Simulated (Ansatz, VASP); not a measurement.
This is a calculation of ZnS (Wurtzite-4H) for Ansatz 0.2.0.

input.yaml

```yaml
crystal:
  lattice:
    - [3.8227, 0.0, 0.0]
    - [-1.91135, 3.310555311, 0.0]
    - [0.0, 0.0, 12.52]
  atoms:
    - { symbol: Zn, position: [0.6666666667, 0.3333333333, 0.75] }
    - { symbol: Zn, position: [0.3333333333, 0.6666666667, 0.25] }
    - { symbol: Zn, position: [0.0, 0.0, 0.5] }
    - { symbol: Zn, position: [0.0, 0.0, 0.0] }
    - { symbol: S, position: [0.6666666667, 0.3333333333, 0.9375] }
    - { symbol: S, position: [0.3333333333, 0.6666666667, 0.4375] }
    - { symbol: S, position: [0.0, 0.0, 0.6875] }
    - { symbol: S, position: [0.0, 0.0, 0.1875] }
hamiltonian:
  xc: revpbe
  pseudopotentials: { kind: paw }
  dispersion: d4
kpoints:
  mp_grid: { grid: [8, 8, 3] }
scf:
  occupations: { method: fermi_dirac, width: 0.05 }
output:
  forces: true
  stress: true
relax:
  f_tol: 0.01
  max_steps: 40
  cell: { stress_tol: 0.05 }
```

Potentials or basis: Ansatz PAW.

Launch:

```sh
$ ansatz run input.yaml --threads 4 --pin off --max-ram 11264MiB --backend cpu --events-out ev --progress --plain --runs-dir out
```

Q: Set up the same calculation for VASP 6.6.1. Potentials there: VASP PAW PBE potentials, release 64 (Zn, S).

A: As run (the cutoff follows the program's own potentials):

Contents of INCAR:

```
  PREC = Accurate
  ENCUT = 600
  EDIFF = 1E-6
  ISMEAR = -1
  SIGMA = 0.05
  LREAL = F
  LASPH = T
  NELM = 80
  ALGO = Normal
  ISIF = 3
  LWAVE = F
  LCHARG = F
  GGA = RE
  IVDW = 13
  IBRION = 2
  NSW = 40
  EDIFFG = -0.02
```

File KPOINTS:

```
Automatic mesh
0
Gamma
  8 8 3
```

Contents of POSCAR:

```
ZnS
1.0
    3.8227000000      0.0000000000      0.0000000000
   -1.9113500000      3.3105553110      0.0000000000
    0.0000000000      0.0000000000     12.5200000000
Zn S
4 4
Direct
    0.6666666667      0.3333333333      0.7500000000
    0.3333333333      0.6666666667      0.2500000000
    0.0000000000      0.0000000000      0.5000000000
    0.0000000000      0.0000000000      0.0000000000
    0.6666666667      0.3333333333      0.9375000000
    0.3333333333      0.6666666667      0.4375000000
    0.0000000000      0.0000000000      0.6875000000
    0.0000000000      0.0000000000      0.1875000000
```

Potentials or basis: VASP PAW PBE potentials, release 64 (Zn, S).

Launch:

```sh
$ cat potpaw_PBE.64/Zn/POTCAR potpaw_PBE.64/S/POTCAR > POTCAR
$ mpirun -np 1 vasp_std > vasp.out
```

Both were run:

|  | VASP | Ansatz | Ansatz less VASP |
| --- | --- | --- | --- |
| relaxed volume (Å³/atom) | 19.28 | 19.23 | -0.051 |
| relaxed cell length with the largest relative difference (Å) | 3.789 | 3.785 | -0.0046 |
| energy change over the relaxation (meV/atom) | -3 | -4 | -0.5 |

Caveats: the PAW data sets were made with another functional, which shifts forces and pressure a little (VASP); the plane-wave basis is chosen anew once the cell has moved, so the energies of steps on either side of that aren't comparable (Ansatz); the PAW data sets come from PBE, with cores solved anew for the run's functional, which leaves a small shift of forces and pressure (Ansatz). A k mesh can miss the band edges.
